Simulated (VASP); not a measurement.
# InP in VASP: how settings move the PBE single point

Aim: see what changed inputs do to the PBE single point of InP built on the zincblende prototype, under -3.0 % strain along z alone.

Program: VASP 6.6.1. PAW datasets, plane waves. No spin polarisation and no zero-point or thermal motion.

## 1. The system as given

The cell comes from an earlier relaxation with r2SCAN in another program, then strained, with the atoms relaxed again.

Space group I-4m2 (No. 119), tetragonal; conventional cell a = 4.177 Å, c = 5.730 Å, 25.00 Å³ an atom. In has 4 P at 2.53 Å; P has 4 In at 2.53 Å.

Coordinates:

```cif
data_structure
_symmetry_space_group_name_H-M 'P 1'
_symmetry_Int_Tables_number 1
_cell_length_a 4.1151
_cell_length_b 4.1151
_cell_length_c 4.1773
_cell_angle_alpha 59.499
_cell_angle_beta 59.499
_cell_angle_gamma 61.002
_cell_volume 50.00
loop_
_atom_site_label
_atom_site_type_symbol
_atom_site_fract_x
_atom_site_fract_y
_atom_site_fract_z
_atom_site_occupancy
In1 In 0.00000 0.00000 0.00000 1
P1 P 0.25000 0.25000 0.25000 1
```

## 2. Baseline

INCAR

```
ENCUT = 520.000000
SIGMA = 0.020000
EDIFF = 1.00e-07
GGA = PE
PREC = Accurate
IBRION = -1
ISIF = 2
ISMEAR = -1
NBANDS = 16
NELM = 120
NSW = 0
LASPH = .TRUE.
LCHARG = .FALSE.
LWAVE = .FALSE.
LREAL = .FALSE.
```

KPOINTS

```
KPOINTS created by Atomic Simulation Environment
0
Gamma
8 8 8
0 0 0
```

POSCAR

```
In P
 1.0000000000000000
     0.0000000000000000    2.9537876347999998    2.8651740058000001
     2.9537876347999998    0.0000000000000000    2.8651740058000001
     2.9537876347999998    2.9537876347999998    0.0000000000000000
 In  P
   1   1
Cartesian
  0.0000000000000000  0.0000000000000000  0.0000000000000000
  1.4768938173999999  1.4768938173999999  1.4325870029000001
```

A file KPOINTS_OPT adds named points for the levels; it doesn't enter the self-consistent loop.

Potentials: the recommended PBE PAW datasets, 18 valence electrons.

Started as:

```bash
$ mpirun -np 1 vasp_std
```

## 3. Variant 1

Changes to INCAR since step 2:

```diff
@@ -9,3 +9,2 @@
 NBANDS = 16
-NELM = 120
 NSW = 0
@@ -15 +14,2 @@
 LREAL = .FALSE.
+NELM = 98
```

KPOINTS

```
KPOINTS created by Atomic Simulation Environment
0
Monkhorst-Pack
8 8 8
0 0 0
```

POSCAR is that of step 2.

## 4. Variant 2

Changes to INCAR since step 2:

```diff
@@ -11,3 +11,2 @@
 NSW = 0
-LASPH = .TRUE.
 LCHARG = .FALSE.
@@ -15 +14,4 @@
 LREAL = .FALSE.
+LASPH = .FALSE.
+NELECT = 18.02
+MAXMIX = 10
```

KPOINTS is that of step 2.

POSCAR is that of step 2.

## 5. Variant 3

INCAR

```
ENCUT = 520.000000
EDIFF = 1.00e-07
PREC = Accurate
IBRION = -1
ISIF = 2
NBANDS = 16
NELM = 120
NSW = 0
LASPH = .TRUE.
LCHARG = .FALSE.
LWAVE = .FALSE.
LREAL = .FALSE.
ISYM = 1
ISMEAR = -5
SIGMA = 0.005
METAGGA = RTPSS
```

KPOINTS is that of step 2.

POSCAR is that of step 2.

## 6. Variant 4

INCAR

```
ENCUT = 520.000000
SIGMA = 0.020000
EDIFF = 1.00e-07
PREC = Accurate
IBRION = -1
ISIF = 2
ISMEAR = -1
NBANDS = 16
NSW = 0
LASPH = .TRUE.
LCHARG = .FALSE.
LWAVE = .FALSE.
LREAL = .FALSE.
NELM = 88
GGA = XX
```

KPOINTS is that of step 2.

POSCAR is that of step 2.

Q: Predict the outcome of this session. Wanted: for each run, changed; ending; energy change; pressure; electronic steps; usable.

The runs gave:

| run | changed | ending | energy change (meV/atom) | pressure (GPa) | gap on the mesh (eV; negative: overlap) | electronic steps | time | usable |
| --- | --- | --- | --- | --- | --- | --- | --- | --- |
| ref. | – | converged | 0 | 3.8 | 0.65 | 15 | 42 s | yes |
| 1 | NELM = 98, shifted mesh | converged | -1.1 | 3.8 | 1.21 | 15 | 78 s | yes |
| 2 | LASPH = .FALSE., NELECT = 18.02, MAXMIX = 10 | converged | – | 4.7 | – | 15 | 33 s | no |
| 3 | ISYM = 1, ISMEAR = -5, SIGMA = 0.005, METAGGA = RTPSS | converged | – | 2.4 | 0.76 | 17 | 2.1 min | yes |
| 4 | GGA = XX | refused | – | – | – | – | 0.9 s | no |

What this shows: Of 4 altered inputs, 1 gave no result, 1 ended normally on a faulty or unsound input, 2 gave usable results. «NELM = 98, shifted mesh» moves the energy by -1.1 meV/atom.
